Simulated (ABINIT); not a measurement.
Crystal: Pb.

```xyz
1
Lattice="0.0000 2.4750 2.4750 2.4750 0.0000 2.4750 2.4750 2.4750 0.0000" Properties=species:S:1:pos:R:3 pbc="T T T"
Pb    0.0000    0.0000    0.0000
```

```yaml
Program: ABINIT 10.8.3 (patched build)
Task: relaxation of cell and atoms
Functional: PBE
Potentials_or_basis: JTH PAW PBE v2.0
Cutoff: 599 eV
k_mesh: 9 × 9 × 9
Occupations: fermi-dirac, width 0.05 eV
Spin: no spin polarisation
```

At the start: pressure 2.3 GPa; volume 30.32 Å³/atom.

**Question.** Where does the relaxation end?

**Answer.** Over 4 steps the energy falls by 11.1 meV/atom and the volume is 31.92 Å³/atom (+5.3 %); space group Fm-3m (No. 225, to 0.05 Å).

Step by step:
```csv
step,energy change (eV),largest force (eV/Å),pressure (GPa),volume (Å³)
1,0.0000,0.0000,2.34,30.32
2,-0.0029,0.0000,1.98,30.54
3,-0.0110,0.0000,0.17,31.80
4,-0.0111,0.0000,0.01,31.92
```

Final structure:
```xyz
1
Lattice="0.0000 2.5177 2.5177 2.5177 0.0000 2.5177 2.5177 2.5177 0.0000" Properties=species:S:1:pos:R:3 pbc="T T T"
Pb    0.0000    0.0000    0.0000
```

The cell as given is a measured one (30.32 Å³/atom); PBE puts the equilibrium volume +5.3 % from it, thermal expansion not counted.
